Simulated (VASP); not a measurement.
Mg3Sb2, 5 atoms in the cell. It takes space group P-3m1 (No. 164, trigonal). The conventional cell has a = 4.555 Å, b = 4.555 Å, c = 7.186 Å, α = 90.00°, β = 90.00°, γ = 120.00°. Around Mg (site symmetry 3m) lie 4 Sb at 2.83 to 2.94 Å and 3 Mg at 3.25 Å. Mg (site symmetry -3m) is surrounded by 6 Sb at 3.08 Å. Sb (site symmetry 3m) has 7 Mg at 2.83 to 3.08 Å as nearest neighbours. 

```yaml
Program: VASP 6.6.1
Task: optical spectrum
Functional: PBE
Potentials_or_basis: VASP PAW PBE potentials, release 64 (Mg, Sb)
Cutoff: 520 eV
k_mesh: 9 × 9 × 5
Occupations: gaussian, width 0.03 eV
Spin: no spin polarisation
Further_INCAR_settings: ALGO = Normal; EDIFF = 1e-06; NBANDS = 56
```

Potentials or basis: VASP PAW PBE potentials, release 64 (Mg, Sb).

Launch:

```bash
$ cat potpaw_PBE.64/Mg/POTCAR potpaw_PBE.64/Sb/POTCAR > POTCAR
$ mpirun -np 4 vasp_std > vasp.out
```

Hardware: 4 MPI ranks on AMD EPYC 9R45 (Zen 5) (shared host).

Estimate the wall time of this run.

Wall time 52 s on 4 MPI ranks on AMD EPYC 9R45 (Zen 5), on a shared host, peak memory 0.52 GiB a rank. Counts: scf iterations 13, k points 50.
